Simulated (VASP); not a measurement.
Here is the system:

```
CELL_PARAMETERS angstrom
      0.00000     3.01874     3.01874
      3.01874     0.00000     3.01874
      3.01874     3.01874     0.00000
ATOMIC_POSITIONS crystal
  Na 0.00000 0.00000 0.00000
  Br 0.50000 0.50000 0.50000
```

Computed with PBE GGA, VASP's PBE PAW potentials (set 64) (plane waves; VASP 6.6.1). Run with 520 eV cut-off, 9×9×9 Γ-centred mesh, tetrahedra with Blöchl corrections, potentials Na_pv Br.

Problem. Estimate the energy per atom (σ→0), band gap (on the k-mesh) with the smallest direct gap where there is one.

Solution. 
```json
{
 "band gap (on the k-mesh)": "4.06 eV",
 "smallest direct gap (on the k-mesh)": "4.06 eV",
 "energy per atom (σ→0)": "-3.060 eV/atom"
}
```

The compound is NaBr in the rock salt structure. It was relaxed first.
